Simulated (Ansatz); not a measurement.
Level of theory: DFT PBE, scalar-relativistic, plane waves, PAW in Ansatz. All cells share a 420 eV cutoff and Γ-centred k meshes spaced at most about 0.3 Å⁻¹ (about 0.25 or finer for metals, 2π included). Spin is collinear.

All energies are static (0 K, no zero-point motion).

Two forms of NaF₂ were relaxed alike.

1. (parallel moments up to 0.5 μB)

```
Na F
1.0
     3.77840    0.00000    0.00000
    -1.88920    3.27219    0.00000
     0.00000    0.00000    6.66385
Na F
2 4
Direct
  0.33333 0.66667 0.37635
  0.66667 0.33333 0.87635
  0.33333 0.66667 0.00397
  0.66667 0.33333 0.50397
  0.00000 0.00000 0.24468
  0.00000 0.00000 0.74468
```

2. (parallel moments up to 0.5 μB)

```
Na F
1.0
     3.83552    0.00000    0.00000
    -1.91776    3.32166    0.00000
     0.00000    0.00000    3.09497
Na F
1 2
Cartesian
  0.0000 0.0000 0.0000
  0.0000 2.2144 1.5475
  1.9178 1.1072 1.5475
```

Question: Which form is favoured at zero pressure, and by what margin per atom?

Answer: Cell 1 is lower, by 61 meV/atom. Cell 1 has space group P6_3mc (No. 186), 13.7 Å³/atom and no gap on its mesh; cell 2 has space group P6/mmm (No. 191), 13.1 Å³/atom and no gap. Counting F atoms around Na (those within 1.25 times the shortest such distance or 1.15 times the sum of covalent radii; the shortest distance is added where it is long for a bond), cell 1 has Na 7 and cell 2 has Na 12 from 2.7 Å. The lower one is the more open, so pressure narrows the difference. In cell 1, Na is surrounded by 7 F at 2.34–2.48 Å; F on its first site is surrounded by 4 Na at 2.34–2.48 Å and 6 F at 2.71–2.78 Å; around F on its second site lie 3 Na at 2.35 Å and 6 F at 2.71–2.78 Å. In cell 2, Na has 12 F at 2.70 Å and 2 Na at 3.09 Å; F has 3 F at 2.21 Å and 6 Na at 2.70 Å. Both come from invented guesses.

Another magnetic order may lie lower. Cells relaxed within their symmetry can be saddle points.
